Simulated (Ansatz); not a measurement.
# Formation energy and levels of the hydrogen interstitial H_i (bond centre, by P) in BP (F-43m)

Aim: at which Fermi levels does H_i (bond centre, by P) in BP (F-43m) change its charge? The model is a cell of 54 host atoms with 1 H put in.

Calculated with Ansatz 0.2.0; place-levels on r2SCAN runs: charge-transition levels and formation energies with image-charge correction and potential alignment at the atomic sites.

## (1) Set-up

The cell holds 55 atoms: 27 B, 27 P and 1 H. Its edges and angles: a = 9.623 Å, b = 9.623 Å, c = 9.623 Å, α = 60.0°, β = 60.0°, γ = 60.0°. It derives from BP (space group F-43m). Nearest the centre at fractional (0.292, 0.625, 0.625): H55 at 0.00 Å, B35 at 0.98 Å, P10 at 0.98 Å, P28 at 2.47 Å, P16 at 2.47 Å, P12 at 2.47 Å, B29 at 2.47 Å, B33 at 2.47 Å.

Coordinates:

```xyz
55
Lattice="0.0000 6.8048 6.8048 6.8048 0.0000 6.8048 6.8048 6.8048 0.0000" Properties=species:S:1:pos:R:3 pbc="T T T"
B     0.0000    0.0000    0.0000
P     3.4024    3.4024    3.4024
B     2.2683    2.2683    0.0000
P     5.6707    5.6707    3.4024
B     4.5365    4.5365    0.0000
P     7.9389    7.9389    3.4024
B     2.2683    0.0000    2.2683
P     5.6707    3.4024    5.6707
B     4.5365    2.2683    2.2683
P     7.9389    5.6707    5.6707
B     6.8048    4.5365    2.2683
P    10.2072    7.9389    5.6707
B     4.5365    0.0000    4.5365
P     7.9389    3.4024    7.9389
B     6.8048    2.2683    4.5365
P    10.2072    5.6707    7.9389
B     9.0731    4.5365    4.5365
P    12.4755    7.9389    7.9389
B     0.0000    2.2683    2.2683
P     3.4024    5.6707    5.6707
B     2.2683    4.5365    2.2683
P     5.6707    7.9389    5.6707
B     4.5365    6.8048    2.2683
P     7.9389   10.2072    5.6707
B     2.2683    2.2683    4.5365
P     5.6707    5.6707    7.9389
B     4.5365    4.5365    4.5365
P     7.9389    7.9389    7.9389
B     6.8048    6.8048    4.5365
P    10.2072   10.2072    7.9389
B     4.5365    2.2683    6.8048
P     7.9389    5.6707   10.2072
B     6.8048    4.5365    6.8048
P    10.2072    7.9389   10.2072
B     9.0731    6.8048    6.8048
P    12.4755   10.2072   10.2072
B     0.0000    4.5365    4.5365
P     3.4024    7.9389    7.9389
B     2.2683    6.8048    4.5365
P     5.6707   10.2072    7.9389
B     4.5365    9.0731    4.5365
P     7.9389   12.4755    7.9389
B     2.2683    4.5365    6.8048
P     5.6707    7.9389   10.2072
B     4.5365    6.8048    6.8048
P     7.9389   10.2072   10.2072
B     6.8048    9.0731    6.8048
P    10.2072   12.4755   10.2072
B     4.5365    4.5365    9.0731
P     7.9389    7.9389   12.4755
B     6.8048    6.8048    9.0731
P    10.2072   10.2072   12.4755
B     9.0731    9.0731    9.0731
P    12.4755   12.4755   12.4755
H     8.5060    6.2377    6.2377
```

Known beforehand: the electronic dielectric constant, 9.31, and the static one, 9.42, computed on the host (DFPT, PBEsol, on the r2SCAN cell), and a cell off the functional's own equilibrium shifts the ionic part.

The cell's shortest repeat is 9.6 Å.

## (2) What was run first

A transition level is the Fermi level at which two charge states cost the same, so each charge needs its own total energy, at its own relaxed structure.

Random displacements of about 0.05 Å break the site symmetry at the start, so that the relaxation can reach a distorted minimum if there is one. Forces are taken on a 2×2×2 shifted mesh. The cell holds 1 electron more than the neutral one, with a uniform background that keeps it neutral on the whole.

The sampling was tested on the host first: at the k-points planned (1x1x1 shifted 0.25 0.25 0.25) its energy lies 0.152 eV an atom from the dense-mesh value, so the final energies take a denser sampling.

One state's input; the others differ in charge, spin, start and seed, and in occupations where the table says so.

The input, qm1.relax/input.yaml:

```yaml
crystal:
  lattice:
    - [0.0, 2.26826757, 2.26826757]
    - [2.26826757, 0.0, 2.26826757]
    - [2.26826757, 2.26826757, 0.0]
  atoms:
    - { symbol: B, position: [0.0, 0.0, 0.0] }
    - { symbol: P, position: [0.75, 0.75, 0.75] }
  supercell: [3, 3, 3]
  defects: [{ interstitial: { symbol: H, position: [0.291667, 0.625, 0.625] } }]
total_charge: -1
basis:
  ecutwfc: 500
  xc_grid: 2
hamiltonian:
  xc: r2scan
kpoints:
  mp_grid: { grid: [2, 2, 2], shift: [0.5, 0.5, 0.5] }
scf:
  occupations: { method: fixed }
  max_iter: 60
output:
  forces: true
  charged_corrections: { epsilon: 9.31, static_epsilon: 9.42 }
relax:
  f_tol: 0.02
  max_steps: 80
  random_displacement: { amplitude: 0.05, seed: 5827 }
checkpoint:
  write: "../qm1.relax.run"
  compress: false
  write_wavefunctions: true
  write_every: 100000
```

On the command line:

```bash
> ansatz run input.yaml --threads 4 --pin off --max-ram 7536MiB --backend cpu --events-out ev --progress --plain --runs-dir out
```

The run of this state that the levels use, under r2SCAN:

The input, qm1.point/input.yaml:

```yaml
crystal:
  checkpoint: "../qm1.relax.run"
  host: checkpoint
total_charge: -1
basis:
  ecutwfc: 500
  xc_grid: 2
hamiltonian:
  xc: r2scan
kpoints:
  mp_grid: { grid: [2, 2, 2], shift: [0.5, 0.5, 0.5] }
scf:
  occupations: { method: fixed }
  max_iter: 60
output:
  forces: true
  eigenvalues: true
  charged_corrections:
    epsilon: 9.31
    static_epsilon: 9.42
    defect_position: [0.291667, 0.625, 0.625]
  eigenstates: { localisation: true }
  populations: true
  band_densities: [{ bands: [v1, v1] }, { bands: [c1, c1] }]
  write_density: true
  write_potential: true
  volumetric_format: npy
  elf: true
checkpoint:
  read: "../qm1.relax.run"
  write: "../qm1.point.run"
  compress: false
  write_wavefunctions: false
  write_every: 100000
```

Relaxations under r2SCAN at a 2×2×2 shifted mesh; times on 4 threads of Arm Neoverse V1, shared host:

| charge | moment (μB) | occupations | outcome | steps | largest displacement against the far atoms (Å) | time |
| --- | --- | --- | --- | --- | --- | --- |
| −1 | 0 | fixed | converged | 9 | 0.67 | 3.5 min |
| 0 | 1 | fixed | converged | 9 | 0.49 | 9.1 min |
| +1 | 0 | fixed | converged | 16 | 0.55 | 5.4 min |
| −1 | 2 | fixed | converged | 9 | 0.47 | 9.1 min |

Single points under r2SCAN at a 2×2×2 shifted mesh; times on 4 threads of Arm Neoverse V1, shared host:

| charge | moment (μB) | occupations | outcome | time |
| --- | --- | --- | --- | --- |
| −1 | 0 | fixed | converged | 39 s |
| 0 | 1 | fixed | converged | 57 s |
| +1 | 0 | fixed | converged | 27 s |
| −1 | 2 | fixed | converged | 56 s |

Distances (Å) from H55 to the nearest atoms after relaxation with r2SCAN:

| charge | moment (μB) | 1. | 2. | 3. | 4. | 5. | 6. |
| --- | --- | --- | --- | --- | --- | --- | --- |
| −1 | 0 | B 1.19 | P 1.71 | P 2.47 | P 2.47 | P 2.47 | B 2.58 |
| −1 | 2 | B 1.23 | P 1.55 | P 2.45 | P 2.45 | P 2.46 | B 2.60 |
| 0 | 1 | B 1.22 | P 1.55 | P 2.46 | P 2.46 | P 2.46 | B 2.59 |
| +1 | 0 | B 1.28 | P 1.48 | P 2.12 | B 2.45 | B 2.47 | P 2.69 |

## (3) Placing the levels, r2SCAN

A charged cell interacts with its images and the background, and its potential has another zero than the host's. place-levels removes the first by a point-charge model, screened by the static dielectric constant since the ions have relaxed around the charge, and the second by comparing potentials at atoms far from the defect.

The host is a run of the defect-free crystal in the same cutoffs, grids and k-points, so that basis and sampling errors cancel in part in the differences. The host is run in a cell of 2 atoms on a matching mesh. Its band edges are searched through the zone by a band path, so the gap is smaller than, or equal to, that on the mesh. Chemical potentials are energies per atom of H (H2 molecule), run with the same functional and cutoff.

The input, levels.point.yaml:

```yaml
host:
  run: host.point.run
states: [qm1.point.run, q0_M1.point.run, qp1.point.run, qm1_M2.point.run]
geometry_from:
  qm1.point.run: qm1.relax.run
  q0_M1.point.run: q0_M1.relax.run
  qp1.point.run: qp1.relax.run
  qm1_M2.point.run: qm1_M2.relax.run
  host.point.run: host.relax.run
chemical_potentials:
  H:
    energy: -15.945667
    dataset: "<sha256 of the dataset>"
epsilon: 9.31
static_epsilon: 9.42
vertical:
  - { from: qm1.point.run, to: qm1.point_neutral.run }
  - { from: qp1.point.run, to: qp1.point_neutral.run }
  - { from: qm1_M2.point.run, to: qm1_M2.point_neutral.run }
```

On the command line:

```bash
> ansatz place-levels levels.point.yaml -- --threads 4 --pin off --max-ram 7536MiB
```

Numbers of over 12 decimals in the logs are rounded to 6 here.

What it wrote:

```text
[... repeated set-up lines and file paths are left out, and long positions are rounded to six places ...]
(+1/0) 0.706 eV above the valence edge, 0.702 eV under the conduction edge
(0/-1) 1.529 eV above the valence edge, in the conduction band
formation energy of charge +1: +2.077 eV with the Fermi level at the valence edge
formation energy of charge 0: +2.783 eV with the Fermi level at the valence edge
formation energy of charge -1: +4.312 eV with the Fermi level at the valence edge
vertical -1 to 0: no energy, since no alignment is typed
  the change from vertical[0].from (qm1.point.run) to vertical[0].to (qm1.point_neutral.run): by its potential at epsilon 9.31 it stands at 0.243 0.577 0.577, with an rms radius of about 2.4 Å (1.4 1.4 1.4 Å across the planes of the cell's vectors); [...]
vertical +1 to 0: no energy, since no alignment is typed
  the change from vertical[1].from (qp1.point.run) to vertical[1].to (qp1.point_neutral.run): by its potential at epsilon 9.31 it stands at 0.274 0.605 0.603, with an rms radius of about 2.1 Å (1.4 1.1 1.1 Å across the planes of the cell's vectors); [...]
vertical -1 to 0: no energy, since no alignment is typed
  the change from vertical[2].from (qm1_M2.point.run) to vertical[2].to (qm1_M2.point_neutral.run): by its potential at epsilon 9.31 it stands at 0.289 0.625 0.623, with an rms radius of about 5.0 Å (2.9 2.9 2.9 Å across the planes of the cell's vectors); [...]
  edges by r2scan, gap 1.408 eV; the host is sampled to repeats of 19.25 Å
  the defect's cells are sampled to repeats of 19.25 Å, like sampling
  charge +1: -24773.6796 eV with its correction of +0.284 eV, at epsilon 9.42, aligned at sites: +0.0266 eV, mean over 16 atomic sites at or beyond 4.81 Å from the defect at [0.2917, 0.6250, 0.6250], with +0.000000 for the charge's moments and without [...]
  charge 0: +0.000 eV for its dipole among its images, +0.000 omitted
  charge -1: -24752.9451 eV with its correction of +0.221 eV, at epsilon 9.42, aligned at sites: +0.0365 eV, mean over 16 atomic sites at or beyond 4.81 Å from the defect at [0.2917, 0.6250, 0.6250], with +0.012440 for the charge's moments and without [...]
  charge -1: states[3] (qm1_M2.point.run) stands 0.384 eV higher, with a moment of 2.00 μB against 0.00
  of states[1] (q0_M1.point.run): stability_check_not_made
  of states[3] (qm1_M2.point.run): it parts from the run at its places by a charge that spreads by about 2.9 Å along one vector (1.4 Å or more is wide), by its potential at epsilon 9.31, taken for that of held ions (one typed too small widens it), where the [...]
  of vertical[0].to (qm1.point_neutral.run): stability_check_not_made
  of vertical[1].to (qp1.point_neutral.run): stability_check_not_made
  of vertical[2].from (qm1_M2.point.run): its moments are held at its close (magnetization.spin_locking), by a field of 0.183 eV a Bohr magneton, and its energy and levels are of the state that this holds: a run that lets them go can end lower; [...]
  of vertical[2].to (qm1_M2.point_neutral.run): stability_check_not_made
```

Run time: 0.47 s. Hardware: 4 threads of Arm Neoverse V1, shared host.

Levels between the charges placed, in eV above the valence top:

|  | gap (eV) | (+1/0) | (0/−1) |
| --- | --- | --- | --- |
| r2SCAN | 1.41 | 0.71 | 1.53 |

Corrections by state:

| charge | moment (μB) | image terms and alignment (eV) | band filling (eV) | ε used | over the lowest of its charge, as the program ranks them, band filling apart (eV) |
| --- | --- | --- | --- | --- | --- |
| +1 | 0.0 | 0.284 | - | 9.42 | 0.000 |
| 0 | 1.0 | 0.000 | - | - | 0.000 |
| −1 | 0.0 | 0.221 | - | 9.42 | 0.000 |
| −1 | 2.0 | 0.170 | - | 9.42 | 0.384 |

The charged structures listed were also run neutral, and place-levels reads from each pair, by the potential or the spins, how wide the charge is by which they differ; that can be the carrier of either run.

| charge | rms radius (Å) | spread where it is widest against the cell (Å) | wide from (Å) | reading |
| --- | --- | --- | --- | --- |
| +1 | 2.1 | 1.36 | 1.36 | narrow |
| −1 | 2.4 | 1.36 | 1.36 | narrow |

The neutral runs of these pairs need not share the spin of the lowest neutral state, and very wide values only mean spread over the cell.

From the program's caveats on the states, each cut to its opening words:

- charge 0 (1 μB), −1 (2 μB): flagged: stability check not made
- charge −1 (2 μB): it parts from the run at its places by a charge that spreads by about 2.9 Å along one vector (1.4 Å or more is wide), by its potential at epsilon 9.31, taken [...]
- charge −1 (2 μB): its moments are held at its close (magnetization.spin_locking), by a field of 0.183 eV a Bohr magneton, and its energy and levels are of the state that this [...]

The host's formation energy from the elements is -0.485 eV per atom; it sets how far the chemical potentials can move.

Limit set by the element alone; other compounds of these elements are not counted. Chemical potentials from the elements' reference states: B 0.00 eV, P -0.97 eV, H 0.00 eV. Formation energy by charge state (B-rich; gap 1.41 eV):

| charge | at valence top (eV) | at conduction bottom (eV) | correction included (eV) |
| --- | --- | --- | --- |
| +1 | 2.08 | 3.49 | 0.28 |
| 0 | 2.78 | 2.78 | 0.00 |
| −1 | 4.31 | 2.90 | 0.22 |

```csv
Fermi level (eV),lowest formation energy (eV)
0.00,2.08
0.13,2.20
0.26,2.33
0.38,2.46
0.51,2.59
0.64,2.72
0.77,2.78
0.90,2.78
1.02,2.78
1.15,2.78
1.28,2.78
1.41,2.78
```

Limit set by the element alone; other compounds of these elements are not counted. Chemical potentials from the elements' reference states: P 0.00 eV, B -0.97 eV, H 0.00 eV. Formation energies (P-rich), with the Fermi level at the valence top and at the conduction bottom (gap 1.41 eV):

| charge | at valence top (eV) | at conduction bottom (eV) | correction included (eV) |
| --- | --- | --- | --- |
| +1 | 2.08 | 3.49 | 0.28 |
| 0 | 2.78 | 2.78 | 0.00 |
| −1 | 4.31 | 2.90 | 0.22 |

```csv
Fermi level (eV),lowest formation energy (eV)
0.00,2.08
0.13,2.20
0.26,2.33
0.38,2.46
0.51,2.59
0.64,2.72
0.77,2.78
0.90,2.78
1.02,2.78
1.15,2.78
1.28,2.78
1.41,2.78
```

## (4) What a wrong or other choice does

A choice is tested by changing it alone.

levels.try0.yaml is levels.point.yaml with these lines changed:

```diff
-epsilon: 9.31
-static_epsilon: 9.42
+epsilon: 500.0
+static_epsilon: 500.0
```

On the command line:

```bash
> ansatz place-levels levels.try0.yaml -- --threads 4 --pin off --max-ram 7536MiB
```

What it wrote:

```text
(+1/0) 0.870 eV above the valence edge, 0.538 eV under the conduction edge
(0/-1) 1.365 eV above the valence edge, 0.043 eV under the conduction edge
formation energy of charge +1: +1.913 eV with the Fermi level at the valence edge
formation energy of charge 0: +2.783 eV with the Fermi level at the valence edge
formation energy of charge -1: +4.149 eV with the Fermi level at the valence edge
vertical -1 to 0: no energy, since no alignment is typed
vertical +1 to 0: no energy, since no alignment is typed
vertical -1 to 0: no energy, since no alignment is typed
  edges by r2scan, gap 1.408 eV; the host is sampled to repeats of 19.25 Å
[... the lines on each state left out ...]
```

The change: a very large dielectric constant, which removes the point-charge term and changes the alignment.

Levels in eV above the valence top; the changed ones are not the defect's:

|  | gap (eV) | (+1/0) | (0/−1) |
| --- | --- | --- | --- |
| changed | 1.41 | 0.87 | 1.37 |
| as set up | 1.41 | 0.71 | 1.53 |

The largest shift is 0.16 eV.

## (5) Outcome

| Item | Value |
| --- | --- |
| gap of the host | 1.41 eV (r2SCAN) |
| level (plus 1/0) | 0.71 eV above the valence top |
| level (0/minus 1) | 1.53 eV above the valence top, past the conduction bottom |
| lowest of the charges placed, just above the valence top (0.02 eV) | +1 |
| lowest of the charges placed, just below the conduction bottom (0.02 eV) | 0 |
| lowest formation energy at mid-gap of the charges run, B-rich | 2.78 eV |
| lowest formation energy at mid-gap of the charges run, P-rich | 2.78 eV |

In words: Of the charges placed (−1, 0 and +1), the lowest changes at 0.71 eV (+1/0) above the valence top, in a gap of 1.41 eV. (0/−1) lies 0.12 eV from a band edge, less than the doubt on such levels. Charges above +1 were not placed, so these runs say nothing of levels that involve them. States placed: +1 at 0 μB; 0 at 1 μB; −1 at 0 μB and 2 μB. Other spin states or structures, where not listed, weren't placed. H is taken at its element; compounds, which aren't counted here, bound the chemical potentials and would shift these formation energies. Keep in mind: r2SCAN makes the gap too small and tends to spread out bound carriers.

[Logs are printed without paths, hosts, clocks, repeated set-up lines and the standing remarks that a program may print on its own settings, such as how far it seeks lower states.]

[Hosts, paths, dates, database ids (printed as entryN), source tags and the programs' standing remarks are cut or masked in the printed files.]

[Where a table of states has a column of steps, it counts the stored structures, which are thinned; the runs took as many ionic steps or more.]

[A defect's name tells the site on which it was built; relaxed atoms can leave that site.]

[For some hosts the program warned that the k-mesh of the response run may be too coarse for force constants and the static dielectric constant; such warnings are not shown here.]
